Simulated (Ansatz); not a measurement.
**How Mn answers to pressure**

```
Mn
1.0
     2.28768    0.00000    0.00000
     0.00000    2.28768    0.00000
     0.00000    0.00000    2.28768
Mn
1
Direct
  0.00000 0.00000 0.00000
```

The cell was built from the sc type and relaxed in the same program, and has space group Pm-3m; it needn't be a known or the stable phase.

The magnetic state is the one reached from the start moments; no search over orders was made, so it needn't be the ground state.

Method: DFT, PBE, all-electron LAPW, scalar-relativistic in Ansatz 0.2.0.

Numerical set-up: a Γ-centred 14×14×14 k mesh, Fermi–Dirac smearing of 0.05 eV, basis error target 1 meV/atom, spin-polarised from start moments Mn 4 μB.

The cell is scaled evenly with fractional coordinates held.

| V/V(cell) | P (GPa) | cell moment (μB) |
| --- | --- | --- |
| 0.9405 | 14.06 | 0.345 |
| 0.9800 | 4.29 | 0.440 |
| 1.0000 | 0.11 | 0.482 |
| 1.0200 | -3.66 | 0.519 |

Task: From the rows at 0.9800 and 1.0200, what is the bulk modulus at the cell's volume?

Result: B = −ΔP/Δln V = −[(-3.66) − (4.29)]/0.04001 = 198.7 GPa.

In a magnetic metal the moment, and with it the modulus, depend on the k mesh by some per cent, and the slopes vary along the table.

Task: How does the moment scale with volume?

Result: dln M/dln V = ln(0.519/0.440)/0.04001 = 4.1: expansion raises it.

Task: Predict the row at V/V(cell) = 1.0600. How far is a linear estimate of P off?

Result: P = -10.11 GPa, moment 0.579 μB. The linear estimate P(cell) − B ln(V/V(cell)) = -11.47 GPa misses by 1.36 GPa, since the modulus falls on expansion.
